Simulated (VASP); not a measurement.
# Pb (Fm-3m) in VASP: further runs

One crystal, Pb, is run at these levels: PBE; tasks: relaxation of the atoms.

Everything below comes from runs of VASP 6.6.1. Logs are shortened: lines on timing, memory, paths and dates and some standing lists are left out, and cuts for length are marked.

### 1 The structure

The structure is cubic, space group Fm-3m (No. 225). Conventional cell: a = 5.041 Å, b = 5.041 Å, c = 5.041 Å, α = 90.00°, β = 90.00°, γ = 90.00°. Around Pb (site symmetry m-3m) lie 12 Pb at 3.56 Å.

### 2 Relaxation of the atoms, PBE (a relaxed cell with its volume scaled by 0.96)

File INCAR:

```
SYSTEM = Pb
PREC     = Accurate       ! precision mode
ENCUT    = 600            ! plane-wave cutoff, eV
EDIFF    = 1E-7           ! SCF threshold, eV
ISMEAR   = 1              ! smearing method
SIGMA    = 0.1            ! smearing width, eV
LREAL    = .FALSE.        ! projectors in reciprocal space
LASPH    = .TRUE.         ! aspherical terms in the spheres
NELM     = 80             ! most SCF steps
ALGO     = Normal         ! electronic algorithm
ISIF     = 2              ! what is computed and relaxed
LWAVE    = .FALSE.        ! write WAVECAR
LCHARG   = .FALSE.        ! write CHGCAR
GGA      = PE             ! functional
IBRION   = 2              ! ionic algorithm
NSW      = 40             ! ionic steps
EDIFFG   = -0.01          ! ionic threshold
```

File KPOINTS:

```
Automatic mesh
0
G
  14 14 14
  0 0 0
```

File POSCAR:

```
Pb                                      
1.0
   -0.0000000000      2.4864632319      2.4864632319
    2.4864632319     -0.0000000000      2.4864632319
    2.4864632319      2.4864632319      0.0000000000
  Pb            
     1
Direct
     0.0000000000000000    0.0000000000000000    0.0000000000000000
```

Potentials or basis: VASP PAW PBE potentials, release 64 (Pb_d).

Started as:

```bash
$ cat potpaw_PBE.64/Pb_d/POTCAR > POTCAR
$ mpirun -np 1 vasp_std > vasp.out
```

OUTCAR:

```text
SYSTEM = Pb
   PREC = Accurate
   ENCUT = 600
   EDIFF = 1E-7
   ISMEAR = 1
   LREAL = .FALSE.
   LASPH = .TRUE.
   NELM = 80
   ISIF = 2
   GGA = PE
   IBRION = 2
   NSW = 40
   EDIFFG = -0.01

 ion  position               nearest neighbor table
   1  0.000  0.000  0.000-

  LATTYP: Found a face centered cubic cell.
 ALAT       =     4.9729264638

  Lattice vectors:

 A1 = (   0.0000000000,   2.4864632319,   2.4864632319)
 A2 = (   2.4864632319,   0.0000000000,   2.4864632319)
 A3 = (   2.4864632319,   2.4864632319,   0.0000000000)

Analysis of symmetry for initial positions (statically):
=====================================================================
 Subroutine PRICEL returns:
 Original cell was already a primitive cell.

 Routine SETGRP: Setting up the symmetry group for a
 face centered cubic supercell.

 Subroutine GETGRP returns: Found 48 space group operations
 (whereof 48 operations were pure point group operations)
 out of a pool of 48 trial point group operations.

The static configuration has the point symmetry O_h .

Analysis of symmetry for dynamics (positions and initial velocities):
=====================================================================
 Subroutine PRICEL returns:
 Original cell was already a primitive cell.

 Routine SETGRP: Setting up the symmetry group for a
 face centered cubic supercell.

 Subroutine GETGRP returns: Found 48 space group operations
 (whereof 48 operations were pure point group operations)
 out of a pool of 48 trial point group operations.

The dynamic configuration has the point symmetry O_h .

 Subroutine INISYM returns: Found 48 space group operations
 (whereof 48 operations are pure point group operations),
 and found     1 'primitive' translations

----------------------------------------------------------------------------------------

                                     Primitive cell

  volume of cell :      30.7451

  direct lattice vectors                    reciprocal lattice vectors
     0.000000000  2.486463232  2.486463232    -0.201088837  0.201088837  0.201088837
     2.486463232  0.000000000  2.486463232     0.201088837 -0.201088837  0.201088837
     2.486463232  2.486463232  0.000000000     0.201088837  0.201088837 -0.201088837

  length of vectors
     3.516390025  3.516390025  3.516390025     0.348296083  0.348296083  0.348296083

  position of ions in fractional coordinates (direct lattice)
     0.000000000  0.000000000  0.000000000

  ion indices of the primitive-cell ions
   primitive index   ion index
                 1           1

----------------------------------------------------------------------------------------

 KPOINTS: Automatic mesh

Automatic generation of k-mesh.
 Grid dimensions read from file:
 generate k-points for:   14   14   14

 Generating k-lattice:

  Cartesian coordinates                     Fractional coordinates (reciprocal lattice)
    -0.014363488  0.014363488  0.014363488     0.071428571  0.000000000  0.000000000
     0.014363488 -0.014363488  0.014363488     0.000000000  0.071428571  0.000000000
     0.014363488  0.014363488 -0.014363488     0.000000000  0.000000000  0.071428571

  Length of vectors
     0.024878292  0.024878292  0.024878292

  Shift w.r.t. Gamma in fractional coordinates (k-lattice)
     0.000000000  0.000000000  0.000000000

 Subroutine IBZKPT returns following result:
 ===========================================

 Found    104 irreducible k-points:

 Following reciprocal coordinates:
            Coordinates               Weight
  0.000000  0.000000  0.000000      1.000000
  0.071429  0.000000  0.000000      8.000000
  0.142857  0.000000  0.000000      8.000000
  0.214286  0.000000  0.000000      8.000000
  0.285714  0.000000  0.000000      8.000000
  0.357143  0.000000  0.000000      8.000000
[... 16 lines left out ...]
  0.214286  0.142857  0.000000     24.000000
  0.285714  0.142857  0.000000     24.000000
 [... further k-points ...]
   k-points           NKPTS =    104   k-points in BZ     NKDIM =    104   number of bands    NBANDS=     11
   number of dos      NEDOS =    301   number of ions     NIONS =      1
   total plane-waves  NPLWV =  21952
   dimension x,y,z NGX =    28 NGY =   28 NGZ =   28
   dimension x,y,z NGXF=    56 NGYF=   56 NGZF=   56
   ions per type =               1
   NGX,Y,Z   is equivalent  to a cutoff of  13.24, 13.24, 13.24 a.u.
   NGXF,Y,Z  is equivalent  to a cutoff of  26.48, 26.48, 26.48 a.u.
 SYSTEM =  Pb
   PREC   = accura    normal or accurate (medium, high low for compatibility)
   ISTART =      0    job   : 0-new  1-cont  2-samecut
   ICHARG =      2    charge: 1-file 2-atom 10-const
   ISPIN  =      1    spin polarized calculation?
   LNONCOLLINEAR =      F non collinear calculations
   LSORBIT =      F    spin-orbit coupling
   LASPH  =      T    aspherical Exc in radial PAW
   ENCUT  =  600.0 eV  44.10 Ry    6.64 a.u.   7.02  7.02  7.02*2*pi/ulx,y,z
   NELM   =     80;   NELMIN=  2; NELMDL= -5     # of ELM steps
   EDIFF  = 0.1E-06   stopping-criterion for ELM
   LREAL  =      F    real-space projection
   EDIFFG = -.1E-01   stopping-criterion for IOM
   NSW    =     40    number of steps for IOM
   IBRION =      2    ionic relax: 0-MD 1-quasi-New 2-CG
   NFREE  =      1    steps in history (QN), initial steepest desc. (CG)
   ISIF   =      2    stress and relaxation
   ISYM   =      2    0-nonsym 1-usesym 2-fastsym
   POTIM  = 0.5000    time-step for ionic-motion
   TEBEG  =    0.0;   TEEND  =   0.0 temperature during run
   PSTRESS=    0.0 pullay stress
   NELECT =      14.0000    total number of electrons
   NUPDOWN=      -1.0000    fix difference up-down
   EMIN   =  10.00;   EMAX   =-10.00  energy-range for DOS
   EFERMI =   0.00;   METHOD = LEGACY
   ISMEAR =     1;   SIGMA  =   0.10  broadening in eV -4-tet -1-fermi 0-gaus
   EFERMI_NEDOS =   21; number of points for ismear=-14 and -15
   IALGO  =     38    algorithm
   IMIX   =      4    mixing-type and parameters
     AMIX     =   0.40;   BMIX     =  1.00
     AMIX_MAG =   1.60;   BMIX_MAG =  1.00
  volume/ion in A,a.u.               =      30.75       207.48
  Fermi-wavevector in a.u.,A,eV,Ry     =   1.259482  2.380077 21.582869  1.586296
  Thomas-Fermi vector in A             =   2.393040
   LORBIT       =      0    0 simple, 1 ext, 2 COOP (PROOUT), +10 PAW based schemes
   GGA     = PE    functional components
   LHFCALC =     F    Hartree Fock is set to
   AEXX    =    0.0000 exact exchange contribution
   IVDW    =     0    specifies the selected vdW correction
   LEPSILON=     F    determine dielectric tensor
   LRPA    =     F    only Hartree local field effects (RPA)
 conjugate gradient relaxation of ions
 non-spin polarized calculation
 Methfessel and Paxton  Order N= 1 SIGMA  =   0.10
  energy-cutoff  :      600.00
  volume of cell :       30.75
 maximum number of plane-waves:      1041
   NGX = 13   NGY = 13   NGZ = 13

 number of electron      14.0000000 magnetization

 Free energy of the ion-electron system (eV)
  ---------------------------------------------------
  ext. energy  EPLUGINS =         0.00000000
  ---------------------------------------------------
  free energy    TOTEN  =        -3.56090521 eV

  energy without entropy =       -3.56081776  energy(sigma->0) =       -3.56087606

 E-fermi :   7.1625     XC(G=0): -10.1186

 val. band max:        7.1524116925   @ k =   0.3571   0.2143   0.0000
 cond. band min:       7.1730702766   @ k =  -0.2857   0.2857   0.0714
 fundamental gap:      0.0206585841
 Fermi energy:         7.1624658102

 k-point     1 :       0.0000    0.0000    0.0000
  band No.  band energies     occupation
      1      -9.9347      2.00000
      2      -9.9347      2.00000
      3      -9.9347      2.00000
      4      -9.8005      2.00000
      5      -9.8005      2.00000
      6      -4.5335      2.00000
      7      14.4367      0.00000
      8      14.4367      0.00000
      9      14.4367      0.00000
     10      16.8821      0.00000
     11      18.2906      0.00000

 k-point     2 :       0.0714    0.0000    0.0000
  band No.  band energies     occupation
      1      -9.9348      2.00000
      2      -9.9276      2.00000
      3      -9.9276      2.00000
      4      -9.8010      2.00000
      5      -9.8010      2.00000
      6      -4.4367      2.00000
      7      13.2571      0.00000
      8      14.3148      0.00000
      9      14.3148      0.00000
     10      16.6409      0.00000
     11      18.8346      0.00000

 k-point     3 :       0.1429    0.0000    0.0000
  band No.  band energies     occupation
      1      -9.9358      2.00000
      2      -9.9114      2.00000
      3      -9.9114      2.00000
      4      -9.7985      2.00000
      5      -9.7985      2.00000
      6      -4.1461      2.00000
      7      11.1157      0.00000
      8      14.0049      0.00000
      9      14.0049      0.00000
     10      16.3384      0.00000
     11      19.6882      0.00000

 k-point     4 :       0.2143    0.0000    0.0000
  band No.  band energies     occupation
      1      -9.9391      2.00000
      2      -9.9006      2.00000
      3      -9.9006      2.00000
      4      -9.7818      2.00000
      5      -9.7818      2.00000
      6      -3.6639      2.00000
      7       8.9144     -0.00000
      8      13.6137      0.00000
      9      13.6137      0.00000
     10      16.1177      0.00000
     11      19.0293      0.00000
[... 239 lines left out ...]
 k-point    22 :       0.1429    0.1429    0.0000
  band No.  band energies     occupation
      1      -9.9643      2.00000
      2      -9.8818      2.00000
      3      -9.8818      2.00000
      4      -9.8325      2.00000
      5      -9.7784      2.00000
      6      -4.0173      2.00000
      7      12.0218      0.00000
      8      12.7552      0.00000
      9      12.7552      0.00000
     10      15.6743      0.00000
     11      17.5875      0.00000

 k-point    23 :       0.2143    0.1429    0.0000
  band No.  band energies     occupation
      1      -9.9733      2.00000
      2      -9.8666      2.00000
      3      -9.8596      2.00000
      4      -9.8372      2.00000
      5      -9.7632      2.00000
      6      -3.6635      2.00000
      7      10.3410      0.00000
      8      12.2080      0.00000
      9      12.5051      0.00000
     10      15.7070      0.00000
     11      16.7143      0.00000

 k-point    24 :       0.2857    0.1429    0.0000
  band No.  band energies     occupation
      1      -9.9736      2.00000
      2      -9.8790      2.00000
      3      -9.8521      2.00000
      4      -9.8117      2.00000
      5      -9.7340      2.00000
      6      -3.1234      2.00000
      7       8.3395     -0.00000
      8      11.7978      0.00000
      9      12.0272      0.00000
     10      15.5247      0.00000
     11      17.0979      0.00000

 [... further k-points ...]

------------------------ aborting loop because EDIFF is reached ----------------------------------------

  FORCE on cell =-STRESS in cart. coord.  units (eV):
  Direction    XX          YY          ZZ          XY          YZ          ZX
  --------------------------------------------------------------------------------------
  -------------------------------------------------------------------------------------
  Total        0.3359730      0.3359730      0.3359730      0.0000000      0.0000000     -0.0000000
  in kB       17.5080910     17.5080910     17.5080910      0.0000000      0.0000000     -0.0000000
  external PRESSURE =      17.5080910 kB  Pullay stress =       0.0000000 kB

 VOLUME and BASIS-vectors are now :
 -----------------------------------------------------------------------------
  energy-cutoff  :      600.00
  volume of cell :       30.75
      direct lattice vectors                 reciprocal lattice vectors
     0.000000000  2.486463232  2.486463232    -0.201088837  0.201088837  0.201088837
     2.486463232  0.000000000  2.486463232     0.201088837 -0.201088837  0.201088837
     2.486463232  2.486463232  0.000000000     0.201088837  0.201088837 -0.201088837

 POSITION                                       TOTAL-FORCE (eV/Angst)
 -----------------------------------------------------------------------------------
      0.00000      0.00000      0.00000         0.000000      0.000000     -0.000000
 -----------------------------------------------------------------------------------
    total drift:                               -0.000000     -0.000000     -0.000000

  FREE ENERGIE OF THE ION-ELECTRON SYSTEM (eV)
  ---------------------------------------------------
  free  energy   TOTEN  =        -3.5609052083 eV

  energy  without entropy=       -3.5608177620  energy(sigma->0) =       -3.56087606

 reached required accuracy - stopping structural energy minimisation
```

Run time: 42 s. Hardware: 1 thread of Intel Xeon Platinum 8375C at 2.90GHz (Ice Lake), shared host; peak memory 0.18 GiB.

Results:

| Quantity | Value |
| --- | --- |
| Free energy | -3.5609 eV |
| Pressure after relaxing | 1.8 GPa |
| Band gap on the k mesh | none (metal or under the smearing width) |

Final structure:
```
Pb
1.0
     0.00000    2.48646    2.48646
     2.48646    0.00000    2.48646
     2.48646    2.48646    0.00000
Pb
1
Direct
  0.00000 0.00000 0.00000
```

Caveat: the relaxation stopped at its first step, so nothing moved.

### 3 Relaxation of the atoms, PBE (a relaxed cell with its volume scaled by 0.98)

INCAR is that of step 2.

KPOINTS is that of step 2.

File POSCAR:

```
Pb                                      
1.0
   -0.0000000000      2.5036117961      2.5036117961
    2.5036117961     -0.0000000000      2.5036117961
    2.5036117961      2.5036117961      0.0000000000
  Pb            
     1
Direct
     0.0000000000000000    0.0000000000000000    0.0000000000000000
```

Potentials or basis: VASP PAW PBE potentials, release 64 (Pb_d).

Started as:

```bash
$ cat potpaw_PBE.64/Pb_d/POTCAR > POTCAR
$ mpirun -np 1 vasp_std > vasp.out
```

Wall time 45 s (1 thread of Intel Xeon Platinum 8375C at 2.90GHz (Ice Lake), shared host); peak memory 0.18 GiB.

The run converged. Its results:

- Free energy: -3.5661 eV
- Pressure after relaxing: 0.8 GPa
- Band gap on the k mesh: none (metal or under the smearing width)

Final structure:
```
Pb
1.0
     0.00000    2.50361    2.50361
     2.50361    0.00000    2.50361
     2.50361    2.50361    0.00000
Pb
1
Direct
  0.00000 0.00000 0.00000
```

Levels at points of the mesh, in eV from the Fermi level:
```
           k point  band 3  band 4  band 5  band 6  band 7  band 8  band 9  band 10  band 11
(0.00, 0.00, 0.00)  -17.07  -16.94  -16.94  -11.54    7.13    7.13    7.13     9.72    10.88
(0.50, 0.00, 0.00)  -17.06  -16.82  -16.82   -8.12   -4.05    5.37    5.37     9.15     9.20
(0.50, 0.50, 0.00)  -16.83  -16.79  -16.79   -6.79   -3.15    1.99    1.99     5.26     6.52
```

Caveat: the relaxation stopped at its first step, so nothing moved. The run has no spin-orbit coupling, so splittings on Pb are missing.

(Continued in part 2 of 2.)
